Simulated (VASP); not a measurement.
Here is a VASP 6.6.1 calculation.

Contents of POSCAR:

```
GaAs
1.0
    0.0000000000      2.6645247173      2.6645247173
    2.6645247173      0.0000000000      2.6645247173
    2.6645247173      2.6645247173      0.0000000000
Ga As
1 1
Direct
    0.0000000000      0.0000000000      0.0000000000
    0.5000000000      0.5000000000      0.5000000000
```

The input INCAR.step1:

```
SYSTEM = GaAs
ALGO = Normal
EDIFF = 1E-4
ENCUT = 520
GGA = PE
ISMEAR = -1
LASPH = .True.
LCHARG = .False.
LREAL = .False.
LWAVE = .True.
NBANDS = 16
NELM = 100
PREC = Accurate
SIGMA = 0.02
```

File INCAR.step2:

```
SYSTEM = GaAs
ALGO = Normal
EDIFF = 1E-6
ENCUT = 520
ISIF = 2
ISMEAR = -1
ISTART = 1
LASPH = .True.
LCHARG = .True.
LELF = .True.
LMIXTAU = .True.
LREAL = .False.
LVHAR = .True.
LWAVE = .False.
METAGGA = R2SCAN
NBANDS = 16
NELM = 100
PREC = Accurate
SIGMA = 0.02
```

The input KPOINTS:

```
k-points
0
Gamma
  6 6 6
  0 0 0
```

Potentials or basis: VASP PAW PBE potentials, release 64 (Ga_d, As).

Launch:

```sh
$ cat potpaw_PBE.64/Ga_d/POTCAR potpaw_PBE.64/As/POTCAR > POTCAR
$ cp INCAR.step1 INCAR
$ mpirun -np 1 vasp_std > vasp.out
$ cp INCAR.step2 INCAR
$ mpirun -np 1 vasp_std > vasp.out
```

Question: Estimate the pressure.

Answer: -0.2 GPa.

Question: What does it give for the band gap on the k mesh?

Answer: None (metal or under the smearing width).

Caveat: the PAW data sets were made with another functional, which shifts forces and pressure a little.
